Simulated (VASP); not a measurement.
A run of VASP 6.6.1 is set up as follows.

INCAR

```
SYSTEM = Ca
PREC     = Accurate       ! precision mode
ENCUT    = 600            ! plane-wave cutoff, eV
EDIFF    = 1E-7           ! SCF threshold, eV
ISMEAR   = 0              ! smearing method
SIGMA    = 0.05           ! smearing width, eV
LREAL    = .False.        ! projectors in reciprocal space
LASPH    = .True.         ! aspherical terms in the spheres
NELM     = 60             ! most SCF steps
ALGO     = Normal         ! electronic algorithm
ISIF     = 3              ! what is computed and relaxed
LWAVE    = .False.        ! write WAVECAR
LCHARG   = .False.        ! write CHGCAR
METAGGA  = R2SCAN         ! meta-GGA
LMIXTAU  = .True.       
LUSE_VDW = .True.       
IVDW_NL  = 2            
BPARAM   = 11.95        
CPARAM   = 0.0093       
IBRION   = 2              ! ionic algorithm
NSW      = 60             ! ionic steps
EDIFFG   = -0.01          ! ionic threshold
```

Contents of KPOINTS:

```
regular mesh
0
Gamma
  9 9 9
  0 0 0
```

POSCAR

```
Ca
1.0
   -2.2052049036      2.2052049036      2.1961148100
    2.2052049036     -2.2052049036      2.1961148100
    2.2052049036      2.2052049036     -2.1961148100
Ca
1
Direct
    0.5000000000      0.5000000000      0.0000000000
```

Potentials or basis: VASP PAW PBE potentials, release 64 (Ca_sv).

Launch:

```bash
$ cat potpaw_PBE.64/Ca_sv/POTCAR > POTCAR
$ mpirun -np 1 vasp_std > vasp.out
```

What does it give for the relaxed volume?

43.11 Å³/atom.

What does it give for the relaxed cell?

a = 3.826 Å, b = 3.826 Å, c = 3.826 Å, α = 109.37°, β = 109.37°, γ = 109.67°.

What does it give for the space group after relaxing (to 0.05 Å)?

Im-3m (No. 229).

Step by step:
```
step  energy change (eV)  largest force (eV/Å)  pressure (GPa)  volume (Å³)
   1              0.0000                0.0000            0.17        42.72
   2             -0.0002                0.0000            0.04        43.00
   3             -0.0002                0.0000            0.00        43.11
```

Caveat: the PAW data sets were made with another functional, which shifts forces and pressure a little; pairwise dispersion overbinds metals, which lowers pressure and volume.
